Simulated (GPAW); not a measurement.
A run of GPAW 26.7.0 is set up as follows.

run.py

```python
from ase import Atoms
from ase.filters import FrechetCellFilter
from ase.io import write
from ase.optimize import BFGS
from gpaw import GPAW, PW, setup_paths

setup_paths.insert(0, '.')

atoms = Atoms(['In', 'In'],
              cell=[[3.335484782, 0.0, 0.0],
                    [-1.667742391, 2.8886145552, 0.0],
                    [0.0, 0.0, 5.50914292]],
              scaled_positions=[[0.6666666667, 0.3333333333, 0.75],
                                [0.3333333333, 0.6666666667, 0.25]],
              pbc=True)

calc = GPAW(mode=PW(600),
            xc='PBEsol',
            kpts={'size': (7, 7, 4), 'gamma': True},
            occupations={'name': 'fermi-dirac', 'width': 0.05},
            nbands=23,
            convergence={'density': 1e-05, 'forces': 0.0001},
            maxiter=150,
            txt='gpaw.txt')
atoms.calc = calc
opt = BFGS(FrechetCellFilter(atoms), trajectory='relax.traj', logfile='-')
done = opt.run(fmax=0.02, steps=60)
calc.write('gs.gpw')
write('result.traj', atoms)
print('Converged:', done)
print('Cell:', atoms.cell.cellpar().round(4))
print('Volume:', round(atoms.get_volume(), 4))
print(atoms.get_scaled_positions().round(5))
```

Potentials or basis: PAW data sets generated in the run's folder for this functional, pw.

Command:

```console
$ gpaw-setup -f PBEsol In
$ OMP_NUM_THREADS=1 python run.py
```

Problem. Predict the relaxed cell.

Solution. a = 3.290 Å, b = 3.290 Å, c = 5.385 Å, α = 90.00°, β = 90.00°, γ = 120.00°.

Problem. What does it give for the relaxed volume?

Solution. 25.23 Å³/atom.

Problem. Estimate the band gap on the k mesh.

Solution. None (metal or under the smearing width).

Final structure:
```
In
1.0
     3.28962    0.00000    0.00000
    -1.64481    2.84890    0.00000
     0.00000    0.00000    5.38453
In
2
Direct
  0.66667 0.33333 0.75000
  0.33333 0.66667 0.25000
```

Caveat: later steps reuse the first step's grids.
